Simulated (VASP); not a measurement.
A run of VASP 6.6.1 is set up as follows.

INCAR

```
SYSTEM = C
ALGO = Fast
DIPOL = 0.5 0.5 0.336
EDIFF = 1E-7
EDIFFG = -0.003
ENCUT = 520
GGA = PS
IBRION = 2
IDIPOL = 3
ISIF = 2
ISMEAR = 0
LASPH = .TRUE.
LCHARG = .FALSE.
LDIPOL = .TRUE.
LREAL = .FALSE.
LWAVE = .FALSE.
NELM = 100
NSW = 100
PREC = Accurate
SIGMA = 0.05
```

The input KPOINTS:

```
k-points
0
G
  24 24 1
  0 0 0
```

File POSCAR:

```
C
1.0
    2.5817664061      0.0000000000      0.0000000000
   -1.2908832031      2.1294050422      0.0000000000
    0.0000000000      0.0000000000     23.8000000000
C
2
Direct
    0.0000000000      0.0000000000      0.3361344538
    0.3333333333      0.6666666667      0.3361344538
```

Potentials or basis: VASP PAW PBE potentials, release 64 (C).

Run with:

```sh
$ cat potpaw_PBE.64/C/POTCAR > POTCAR
$ mpirun -np 1 vasp_std > vasp.out
```

(1) What does it give for the band gap on the k mesh?

(2) Estimate the energy gained by relaxing.

Results:

(1) 0.52 eV, direct.

(2) 0.8 meV/atom.
